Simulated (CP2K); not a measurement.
# GaN under changes of volume

One of the cells (11.444 Å³/atom); the others are scaled copies at fixed shape and fractional positions:

```xyz
2
Lattice="3.1869 0.0000 0.0000 1.5935 2.7600 0.0000 1.5935 0.9200 2.6021" Properties=species:S:1:pos:R:3 pbc="T T T"
Ga    0.0000    0.0000    0.0000
N     1.5935    0.9200    0.6505
```

The cell is a database's computed one.

| Item | Value |
| --- | --- |
| Program | CP2K 2026.2 |
| Functional | LDA |
| Potentials or basis | GTH_POTENTIALS Ga GTH-PADE-q13, N GTH-PADE-q5; TZVP-MOLOPT-PBE-GTH basis |
| Density cutoff | 6123 eV |
| k mesh | 10 × 10 × 10 |
| Occupations | fermi-dirac, width 0.1 eV |
| Spin | no spin polarisation |

| volume (Å³/atom) | energy over the lowest point (meV/atom) | pressure (GPa) | gap on the mesh (eV) |
| --- | --- | --- | --- |
| 10.757 | 11.41 | 8.7 | 2.08 |
| 10.986 | ? | ? | ? |
| 11.215 | 0.00 | -0.4 | 1.81 |
| 11.444 | 3.30 | -4.2 | 1.68 |
| 11.673 | 11.79 | -7.6 | 1.55 |
| 11.902 | 24.91 | -10.7 | 1.42 |
| 12.131 | 42.18 | -13.4 | 1.30 |

Q: What does the run at 10.986 Å³/atom give?

A: Energy over the lowest point 2.48 meV/atom; pressure 3.9 GPa; gap on the mesh 1.94 eV.

Worked out: A Birch-Murnaghan fit of order 3 (a polynomial in V^(-2/3)) to the other rows has its minimum at 11.19 Å³/atom with B0 = V·E''(V) = 200 GPa and B' = 4.4. It gives 2.47 meV/atom at 10.986 Å³/atom, against the run's 2.48, and -dE/dV = 3.9 GPa, against 3.9. A straight line through the other rows of the gap, of slope -6.5 eV per unit of ln V (its deformation potential), gives 1.94 eV, against the run's 1.94.

Energies are extrapolated to zero smearing.

Caveats: the basis of atomic orbitals isn't converged, which shifts pressures, moduli and gaps.

Spin-orbit coupling on Ga is left out.
